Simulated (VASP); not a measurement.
```
LiI
1.0
    0.00000     2.95138     2.95138
    2.95138     0.00000     2.95138
    2.95138     2.95138     0.00000
Li I
1 1
Direct
  0.00000   0.00000   0.00000
  0.50000   0.50000   0.50000
```

Method: PBEsol GGA, VASP's PBE PAW potentials (set 64) (plane waves; VASP). Run with 520 eV cut-off, 7×7×7 Γ-centred mesh, Gaussian smearing of 0.050 eV, potentials Li_sv I.

Unless said otherwise, spin-orbit coupling is left out, though it shifts the bands of the heavy elements here.

### Question
What does the run give for the energy per atom (σ→0), band gap (on the k-mesh) with the smallest direct gap where there is one?

### Answer

```
Item                                          Value
-----------------------------------  --------------
band gap (on the k-mesh)                    4.36 eV
smallest direct gap (on the k-mesh)         4.36 eV
energy per atom (σ→0)                -3.078 eV/atom
```

Total energies compare only between runs with the same potentials, cut-off and functional.

The compound is LiI in the rock salt structure. It was relaxed first, which changed the volume by -6 %. The start is the result of an earlier pass.
